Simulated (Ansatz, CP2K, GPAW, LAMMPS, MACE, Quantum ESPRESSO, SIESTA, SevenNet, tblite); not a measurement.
# Amorphous TiO2 (84 atoms) in other programs, against a plane-wave reference

Aim: run amorphous TiO2 (84 atoms) in several programs and set results and cost side by side. A plane-wave run serves as the reference.

Main program and level: Quantum ESPRESSO 7.5; Kohn-Sham DFT, PBE, SSSP efficiency 1.3.0 pseudopotentials, plane waves.

**1. The starting structure**

The cell holds 84 atoms: 28 Ti and 56 O. Its edges and angles: a = 10.274 Å, b = 10.274 Å, c = 10.274 Å, α = 90.0°, β = 90.0°, γ = 90.0°. 84 atoms (28 Ti, 56 O) placed at random at 3.55 g/cm³, melted at 5000 K for 10 ps at fixed volume with the Morse and Coulomb pair potential with partial charges (Pedone, Malavasi, Menziani, Cormack and Segre, J. Phys. Chem. B 110, 11780 (2006)). Quenched from 5000 K to 300 K at 10 K/ps and fixed volume, held 10 ps at zero pressure.

**2. Plane-wave reference**

pw.in reads:

```
&control
  calculation = 'scf'
  pseudo_dir = './pseudo'
  outdir = './tmp'
  disk_io = 'none'
  tprnfor = .true.
  tstress = .true.
/
&system
  ibrav = 0
  nat = 84
  ntyp = 2
  ecutwfc = 60
  ecutrho = 480
  nosym = .true.
  occupations = 'smearing'
  smearing = 'fd'
  degauss = 0.003675
/
&electrons
  conv_thr = 4.2e-07
  electron_maxstep = 100
  mixing_beta = 0.4
  mixing_mode = 'plain'
  diagonalization = 'david'
/
ATOMIC_SPECIES
Ti 47.867 Ti.upf
O 15.999 O.upf
CELL_PARAMETERS angstrom
10.27383 0.00000 0.00000
0.00000 10.27383 0.00000
0.00000 0.00000 10.27383
ATOMIC_POSITIONS crystal
Ti 0.72862 0.60616 0.75268
Ti 0.10328 0.15379 0.34088
Ti 0.46933 0.47556 0.00346
Ti 0.21479 0.75905 0.86476
Ti 0.94289 0.27825 0.60985
Ti 0.04671 0.49875 0.01870
Ti 0.33463 0.71842 0.17988
Ti 0.58939 0.92722 0.25181
Ti 0.17704 0.52204 0.65524
Ti 0.16131 0.21886 0.83795
Ti 0.19365 0.46741 0.31015
Ti 0.44189 0.76438 0.66519
[... 68 atom lines left out ...]
O 0.09470 0.06669 0.94640
O 0.80302 0.70813 0.87662
O 0.37188 0.87652 0.82712
O 0.09238 0.85836 0.77798
K_POINTS gamma
```

Run with:

```
> OMP_NUM_THREADS=1 mpirun -np 4 pw.x -in pw.in > output.txt
```

Log:

```text
Program PWSCF
     gamma-point specific algorithms are used
     one sub-group per band group will be used
     scalapack distributed-memory algorithm (size of sub-group:  2*  2 procs)
     Parallelization info
     sticks:   dense  smooth     PW     G-vecs:    dense   smooth      PW
     Min        3598    1797    446               324930   114846   14338
     Max        3603    1800    448               324934   114852   14344
     Sum       14401    7193   1789              1299727   459391   57363
     bravais-lattice index     =            0
     lattice parameter (alat)  =      19.4147  a.u.
     unit-cell volume          =    7318.0223 (a.u.)^3
     number of atoms/cell      =           84
     number of atomic types    =            2
[... lines left out ...]
     scf convergence threshold =      4.2E-07
[... lines left out ...]
     number of k points=     1  Fermi-Dirac smearing, width (Ry)=  0.0037
[... lines left out ...]
     total energy              =   -5675.67118729 Ry
[... lines left out ...]
     total energy              =   -5678.03036575 Ry
[... lines left out ...]
     total energy              =   -5681.81265152 Ry
[... lines left out ...]
     c_bands:  1 eigenvalues not converged
[... lines left out ...]
     total energy              =   -5682.13427222 Ry
[... lines left out ...]
     total energy              =   -5682.13427240 Ry
[... lines left out ...]
   -50.2855 -50.1337 -50.1201 -49.9753 -49.9489 -49.8678 -49.8161 -49.8018
[...]
9.8413   9.8542   9.8836   9.9321   9.9510   9.9734  10.0297  10.0532
    10.0711  10.0862  10.1272  10.1694  10.1733  10.2322  10.2473  10.2787
    10.3205  10.3485  10.3735
     the Fermi energy is     6.9558 ev
!    total energy              =   -5682.13427242 Ry
     estimated scf accuracy    <       0.00000008 Ry
     smearing contrib. (-TS)   =      -0.00000000 Ry
     internal energy E=F+TS    =   -5682.13427242 Ry
     The total energy is F=E-TS. E is the sum of the following terms:
     one-electron contribution =   -2620.99580654 Ry
     hartree contribution      =    1578.30390084 Ry
     xc contribution           =    -921.33251812 Ry
     ewald contribution        =   -3185.16688592 Ry
     one-center paw contrib.   =    -532.94296269 Ry
     convergence has been achieved in  17 iterations
     negative rho (up, down):  3.594E-02 0.000E+00
     Forces acting on atoms (cartesian axes, Ry/au):
     atom    1 type  1   force =    -0.01473230    0.00724388    0.06725823
     atom    2 type  1   force =    -0.00911703   -0.00205104   -0.08579357
     atom    3 type  1   force =    -0.02486440   -0.00042309    0.00830246
[...]
atom   83 type  2   force =     0.00048331   -0.00990113   -0.01493775
     atom   84 type  2   force =    -0.00249597   -0.00924231   -0.01212873
     Total force =     0.490285     Total SCF correction =     0.000720
     Computing stress (Cartesian axis) and pressure
     negative rho (up, down):  3.594E-02 0.000E+00
          total   stress  (Ry/bohr**3)                   (kbar)     P=       34.67
   0.00019941  -0.00005947  -0.00001251           29.33       -8.75       -1.84
  -0.00005947   0.00016100   0.00016453           -8.75       23.68       24.20
  -0.00001251   0.00016453   0.00034667           -1.84       24.20       51.00
     Message from routine punch:
     Nothing written, as per user request (disk_io='none')
```

Run time: 4.5 min. Hardware: 4 MPI ranks of Arm Neoverse V1, shared host; peak memory 3.6 GiB; 18 min of CPU time.

Banners, paths, timers and routine set-up lines are dropped from the logs unmarked, and long logs keep their key lines alone; longer cuts are marked.

Numbers from this run:

- r.m.s. force component: 0.7941 eV/Å
- longest force: 2.716 eV/Å
- pressure: 3.467 GPa
- gap (highest filled to lowest empty level): 2.243 eV

**3. Local order**

Pair distribution functions g(r), in bins of 0.1 Å:

| r (Å) | total | O-O | O-Ti | Ti-Ti |
| --- | --- | --- | --- | --- |
| 1.65 | 0.00 | 0.00 | 0.00 | 0.00 |
| 1.75 | 2.58 | 0.00 | 5.81 | 0.00 |
| 1.85 | 3.33 | 0.00 | 7.50 | 0.00 |
| 1.95 | 1.78 | 0.00 | 4.00 | 0.00 |
| 2.05 | 0.70 | 0.00 | 1.57 | 0.00 |
| 2.15 | 0.48 | 0.00 | 1.09 | 0.00 |
| 2.25 | 0.10 | 0.00 | 0.22 | 0.00 |
| 2.35 | 0.09 | 0.00 | 0.20 | 0.00 |
| 2.45 | 0.40 | 0.55 | 0.36 | 0.00 |
| 2.55 | 0.34 | 0.75 | 0.00 | 0.00 |
| 2.65 | 1.08 | 2.19 | 0.23 | 0.00 |
| 2.75 | 1.52 | 3.27 | 0.14 | 0.00 |
| 2.85 | 1.32 | 2.78 | 0.20 | 0.00 |
| 2.95 | 1.24 | 2.67 | 0.06 | 0.26 |
| 3.05 | 1.00 | 2.07 | 0.06 | 0.47 |
| 3.15 | 0.89 | 1.44 | 0.22 | 1.33 |
| 3.25 | 0.91 | 0.78 | 0.78 | 1.89 |
| 3.35 | 0.87 | 1.03 | 0.29 | 2.54 |
| 3.45 | 0.90 | 0.74 | 0.83 | 1.84 |
| 3.55 | 1.18 | 0.66 | 0.96 | 4.18 |
| 3.65 | 1.21 | 0.91 | 1.03 | 3.16 |
| 3.75 | 0.90 | 0.59 | 1.13 | 1.25 |
| 3.85 | 1.09 | 0.82 | 1.56 | 0.30 |
| 3.95 | 1.13 | 0.67 | 1.62 | 0.99 |
| 4.05 | 0.78 | 0.54 | 1.11 | 0.40 |
| 4.15 | 1.19 | 0.64 | 1.92 | 0.51 |
| 4.25 | 1.19 | 0.70 | 1.65 | 1.34 |
| 4.35 | 1.06 | 0.52 | 1.69 | 0.70 |
| 4.45 | 1.04 | 0.53 | 1.61 | 0.78 |
| 4.55 | 1.17 | 0.77 | 1.57 | 1.17 |
| 4.65 | 1.02 | 0.81 | 1.23 | 1.02 |
| 4.75 | 1.12 | 1.02 | 1.29 | 0.87 |
| 4.85 | 0.97 | 1.05 | 0.89 | 0.94 |
| 4.95 | 0.84 | 1.03 | 0.52 | 1.35 |
| 5.05 | 0.70 | 0.97 | 0.43 | 0.69 |

Bonds by pair of elements; cutoffs follow the first minimum of g(r), held within bounds set by covalent radii, and pairs that aren't listed don't count as bonded:

| pair A-B | cutoff (Å) | bonds | mean length (Å) | spread (Å) | shortest (Å) | B about A | A about B |
| --- | --- | --- | --- | --- | --- | --- | --- |
| O-Ti | 2.64 | 136 | 1.92 | 0.162 | 1.71 | 2.43 | 4.86 |

How many atoms have how many bonded neighbours:

| element | mean | 2 | 3 | 4 | 5 | 6 |
| --- | --- | --- | --- | --- | --- | --- |
| O | 2.43 | 32 | 24 | 0 | 0 | 0 |
| Ti | 4.86 | 0 | 0 | 8 | 16 | 4 |

Rings of the network by King's shortest-path rule, up to 12 atoms, one path for each pair of neighbours; H, halogens, alkali and alkaline-earth atoms are left out, and the last column divides by all other atoms, bonded or not:

| ring size (atoms) | rings | per network atom |
| --- | --- | --- |
| 4 | 13 | 0.155 |
| 6 | 15 | 0.179 |
| 8 | 55 | 0.655 |
| 10 | 53 | 0.631 |
| 12 | 16 | 0.19 |

**4. The other programs**

The programs:
- CP2K 2026.2: Gaussian basis with GTH pseudopotentials and a plane-wave density; labels give functional, basis (MOLOPT sets; SR short-range, UZH the newer set with its own potentials), grid cutoff/relative cutoff and solver (OT: orbital transformation; TRS4, TC2, SIGN: linear-scaling purification with its sparsity filter), or its built-in tight binding.
- GPAW 26.7.0: PAW with atomic orbitals (LCAO), plane waves or a real-space grid of spacing h.
- MACE: machine-learned potential, published weights.
- Quantum ESPRESSO 7.5: plane waves; labels (QE) give functional, pseudopotential set and cutoffs of waves/density.
- SIESTA 5.4.2: numerical atomic orbitals, whose automatically made sets are far from complete, with PseudoDojo norm-conserving potentials that we converted to its format (checked against plane waves on the same files for H, C, O, Si, Ge and Ca alone); labels give functional, basis size, energy shift and mesh cutoff.
- SevenNet: machine-learned potential, published weights.
- tblite 0.8.0: extended tight binding, driven from Python.

All use the same cell and atoms; the electronic-structure runs use the same k-mesh, and an electronic temperature of 580 K (0.05 eV) where levels are smeared.

Differences are against the plane-wave reference, forces as r.m.s. over components; share is that over the reference's r.m.s. force, slope the least-squares factor from reference forces to these. Total energies of different programs have different zeros and aren't compared.

| run | Δ force, r.m.s. (meV/Å) | share (%) | slope | Δ pressure (GPa) | Δ gap (eV) | cores | CPU time | memory (GiB) |
| --- | --- | --- | --- | --- | --- | --- | --- | --- |
| reference | - | - | - | - | - | 4 | 18 min | 3.6 |
| CP2K PBE, DZVP-MOLOPT-SR, 800/50 Ry, OT DIIS | 32.9 | 4.14 | 1.026 | 0.639 | -0.0625 | 4 | 16 min | 4.0 |
| GPAW PBE, LCAO dzp, h 0.18 Å | 150 | 18.9 | 1.100 | - | -0.0882 | 1 | 8.3 min | 1.8 |
| GPAW PBE, LCAO sz(dzp), h 0.18 Å (coarse) | 249 | 31.4 | 1.176 | - | -0.276 | 1 | 2.9 min | 1.5 |
| GPAW PBE, LCAO szp(dzp), h 0.18 Å (coarse) | 228 | 28.7 | 1.176 | - | -0.225 | 1 | 5.5 min | 1.7 |
| GPAW PBE, plane waves 600 eV | 43.1 | 5.43 | 1.031 | -3.53 | 0.0109 | 2 | 9.7 min | 1.8 |
| GPAW RPBE, LCAO dzp, h 0.18 Å | 193 | 24.3 | 1.125 | - | -0.0709 | 1 | 8.2 min | 1.8 |
| MACE MP-0b3 medium potential | 122 | 15.4 | 0.942 | 1.65 | - | 1 | 9.2 s | 1.1 |
| MACE MPA-0 medium potential | 118 | 14.9 | 0.993 | 2.10 | - | 1 | 9.2 s | 1.1 |
| QE PBE+D3(BJ), sssp-1.3.0-efficiency, 60/480 Ry | 5.09 | 0.642 | 1.000 | -2.60 | 0 | 4 | 19 min | 3.6 |
| QE PBE, dojo-0.4.1-standard, 60/240 Ry (coarse) | 22.4 | 2.82 | 1.013 | -9.63 | 0.026 | 4 | 14 min | 1.9 |
| SIESTA PBE, DZ, shift 0.01 Ry, mesh 500 Ry (coarse) | 122 | 15.4 | 1.069 | -4.87 | -0.238 | 2 | 3.1 min | 1.4 |
| SIESTA PBE, DZP, shift 0.01 Ry, mesh 150 Ry (coarse) | 74.3 | 9.36 | 1.042 | 0.193 | -0.173 | 2 | 96 s | 0.77 |
| SIESTA PBE, DZP, shift 0.01 Ry, mesh 500 Ry | 67.3 | 8.48 | 1.040 | 0.213 | -0.173 | 4 | 6.3 min | 2.3 |
| SIESTA PBE, SZP, shift 0.01 Ry, mesh 500 Ry (coarse) | 110 | 13.9 | 1.093 | 0.152 | -0.255 | 2 | 4.5 min | 1.8 |
| SevenNet 0 potential | 114 | 14.3 | 0.995 | 1.59 | - | 1 | 9 s | 0.96 |
| tblite GFN1-xTB | 682 | 85.9 | 0.261 | -14.5 | - | 1 | 5.7 s | 0.12 |

Rows marked coarse were listed beforehand as settings not expected to be converged; some can still land near the reference.

Times of the machine-learned potentials are mostly Python's start and the loading of weights.

CPU time is summed over cores on a shared host, where runs went side by side, so it is rough. Symmetry, cutoffs, thresholds, outputs and thread counts weren't matched or tuned between programs; memory under MPI is the largest rank's times the ranks.

Mean charges by element (e), by run and scheme:

| run | scheme | Ti | O |
| --- | --- | --- | --- |
| CP2K PBE, DZVP-MOLOPT-SR, 800/50 Ry, OT DIIS | Mulliken | +1.09 | -0.54 |
| CP2K PBE, DZVP-MOLOPT-SR, 800/50 Ry, OT DIIS | Hirshfeld | +0.60 | -0.30 |
| SIESTA PBE, DZP, shift 0.01 Ry, mesh 500 Ry | Hirshfeld | +0.51 | -0.26 |
| tblite GFN1-xTB | Mulliken | +0.90 | -0.45 |

Within one program, basis, potentials and functional, energies share a zero. Each run against its twin at the usual cutoff or grid and solver:

| run | twin | Δ energy (meV/atom) | Δ force, r.m.s. (meV/Å) | CPU time over the twin's |
| --- | --- | --- | --- | --- |
| SIESTA PBE, DZP, shift 0.01 Ry, mesh 150 Ry | DZP, shift 0.01 Ry, mesh 500 Ry | 3.33 | 28.6 | 0.26 (this twin ran on 4 cores) |

**5. What came out**

```
reference r.m.s. force component                       : 0.794 eV/Å
nearest in forces                                      : QE PBE+D3(BJ), sssp-1.3.0-efficiency, 60/480 Ry, 0.64 %
farthest in forces                                     : tblite GFN1-xTB, 86 %
cheapest electronic-structure run beside the reference : tblite GFN1-xTB, 5.7 s of CPU time
```

In words: PBE on plane waves or a grid with other potentials, cutoffs or grids, coarse settings apart, differs from the reference by 5.4 % (GPAW PBE, plane waves 600 eV) of the r.m.s. force; this holds the reference's own error, so differences of a few per cent don't tell which side is nearer the exact PBE result. The PBE runs in local orbitals, coarse settings apart, differ by 4.1 % (CP2K PBE, DZVP-MOLOPT-SR, 800/50 Ry, OT DIIS) to 19 % (GPAW PBE, LCAO dzp, h 0.18 Å); basis, grid and potentials can all enter. Tight binding differs by 86 % (tblite GFN1-xTB); it is another model, with fitted parameters of its own, and the xTB methods hold dispersion. Machine-learned potentials differ by 14 % (SevenNet 0 potential) to 15 % (MACE MP-0b3 medium potential); they were trained on other programs' data. In the reference's own program, potentials and cutoffs, a change of model alone moves forces by 0.64 % (QE PBE+D3(BJ), sssp-1.3.0-efficiency, 60/480 Ry). Other rows with another functional or a dispersion term differ by 24 % (GPAW RPBE, LCAO dzp, h 0.18 Å), which mixes the change of model with differences of basis and potentials. Runs with settings chosen to be coarse differ by 2.8 % (QE PBE, dojo-0.4.1-standard, 60/240 Ry) to 31 % (GPAW PBE, LCAO sz(dzp), h 0.18 Å), their programs' other errors included. Of the electronic-structure runs that take under half the reference's CPU time, SIESTA PBE, DZP, shift 0.01 Ry, mesh 500 Ry comes nearest, at 8.5 % in 6.3 min against 18 min. GPAW PBE, LCAO sz(dzp), h 0.18 Å stiffens the forces by a factor of 1.18 while following their directions (correlation 0.976); the slopes of the 5 GPAW runs lie between 1.03 and 1.18. At the same functional, gaps differ from the reference's 2.24 eV by between -0.28 and +0.03 eV. In pressure, QE PBE, dojo-0.4.1-standard, 60/240 Ry misses by -9.6 GPa, at the same functional; a cutoff this low leaves a large Pulay stress. Charges hang on model, scheme and program or settings: among these rows the mean for Ti runs from +0.51 to +1.09 e. In the reference: filled and empty levels are parted by 2.24 eV (on the run's k-points); a semilocal functional tends to put such gaps too low. In a disordered cell it changes from sample to sample, and tail or defect levels can set it. In the reference: for some of the pairs, g(r) has its first main peak near 2.8 Å (O-O) and 1.8 Å (O-Ti). Periodic xTB results under one method name differ between programs and library versions. The reference's pressure holds the uncorrected Pulay stress of its 60 Ry basis, so small pressure differences, and their order, may be the reference's own error. Machine-learned potentials mimic data converged in k, so the reference's own k-point error enters their differences. The quench rate of 10 K/ps is many orders above laboratory rates, so the cell is likely richer in defects and strain than a real sample. The network of bonds at the start is that of the classical potential that made the cell, and needn't be the one that DFT or experiment would give. The electronic-structure runs sample only Γ, in a cell whose shortest periodic width is 10 Å.

[Also dropped from logs without a mark: logging warnings of Python, and SIESTA's first energy breakdown and zero terms.]

[Logs are printed without paths, hosts, clocks, repeated set-up lines and the standing remarks that a program may print on its own settings, such as how far it seeks lower states.]

[Hosts, paths, dates, database ids (printed as entryN), source tags and the programs' standing remarks are cut or masked in the printed files.]
